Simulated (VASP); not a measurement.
Write the native input for VASP 6.6.1 that does the following.

| Property | Result |
| --- | --- |
| Task | band structure |
| Functional | HSE06 |
| Potentials or basis | VASP PAW PBE potentials, release 64 (Cd, S) |
| Cutoff | 520 eV |
| k mesh | 6 × 6 × 2 |
| Occupations | gaussian, width 0.03 eV |
| Spin | spin-orbit coupling, no magnetisation |
| Grid for exact exchange (PRECFOCK) | Fast |
| Screening parameter | 0.2 1/A |
| Further INCAR settings | ALGO = Normal; EDIFF = 1e-06; NBANDS = 52 |

Crystal: CdS.

```
Cd S
1.0
     4.13146    0.00000    0.00000
    -2.06573    3.57795    0.00000
     0.00000    0.00000    6.72462
Cd S
2 2
Cartesian
  0.0000 2.3853 6.7200
  2.0657 1.1927 3.3577
  0.0000 2.3853 2.5263
  2.0657 1.1927 5.8886
```

One way to write it, as run:

POSCAR

```
CdS                                     
1.0
    4.1314642995     -0.0000000000      0.0000000000
   -2.0657321498      3.5779530424     -0.0000000000
   -0.0000000000      0.0000000000      6.7246185130
  Cd              S             
     2     2
Direct
     0.3333333300000021    0.6666666699999979    0.9993193371701267
     0.6666666699999979    0.3333333300000021    0.4993193371701266
     0.3333333300000021    0.6666666699999979    0.3756806628298734
     0.6666666699999979    0.3333333300000021    0.8756806628298733
```

INCAR.step1

```
SYSTEM = CdS
PREC = Accurate
ENCUT = 520
EDIFF = 1E-5
ISMEAR = 0
SIGMA = 0.03
LREAL = .False.
LASPH = .True.
NELM = 80
ALGO = Normal
ISIF = 2
LWAVE = .True.
LCHARG = .False.
LNONCOLLINEAR = .True.
MAGMOM = 0 0 0 0 0 0 0 0 0 0 0 0
LORBIT = 11
LSORBIT = .True.
GGA_COMPAT = .False.
NBANDS = 52
KPAR = 4
GGA = PE
```

INCAR.step2

```
SYSTEM = CdS
PREC = Accurate
ENCUT = 520
EDIFF = 1E-6
ISMEAR = 0
SIGMA = 0.03
LREAL = .False.
LASPH = .True.
NELM = 80
ALGO = Normal
ISIF = 2
LWAVE = .False.
LCHARG = .False.
LNONCOLLINEAR = .True.
MAGMOM = 0 0 0 0 0 0 0 0 0 0 0 0
LORBIT = 11
LSORBIT = .True.
GGA_COMPAT = .False.
GGA = PE
LHFCALC = .True.
HFSCREEN = 0.2
PRECFOCK = Fast
NBANDS = 52
KPAR = 4
ISTART = 1
```

KPOINTS

```
Automatic mesh
0
Gamma
  6 6 2
  0 0 0
```

KPOINTS_OPT

```
explicit points
6
Reciprocal
 0.0000000000  0.0000000000  0.0000000000 1
 0.0000000000  0.0000000000  0.5000000000 1
 0.3333333333  0.3333333333  0.5000000000 1
 0.3333333333  0.3333333333  0.0000000000 1
 0.5000000000  0.0000000000  0.5000000000 1
 0.5000000000  0.0000000000  0.0000000000 1
```

Potentials or basis: VASP PAW PBE potentials, release 64 (Cd, S).

Command:

```sh
$ cat potpaw_PBE.64/Cd/POTCAR potpaw_PBE.64/S/POTCAR > POTCAR
$ cp INCAR.step1 INCAR
$ mpirun -np 4 vasp_ncl > vasp.out
$ cp INCAR.step2 INCAR
$ mpirun -np 4 vasp_ncl > vasp.out
```

Results of the run:

- Pressure: 1.9 GPa
- Largest force: 0.003 eV/Å
- Valence electrons inside the program's atomic spheres: Cd 10.33; S 3.75

Caveat: the k mesh is coarse (spacing up to 0.47 Å⁻¹), so the values aren't converged, least of all with exact exchange; the PAW data sets were made with another functional, which shifts forces and pressure a little.

Wall time 54 min on 4 MPI ranks on Intel(R) Xeon(R) 6975P-C (Granite Rapids) (shared host), peak memory 0.75 GiB a rank.
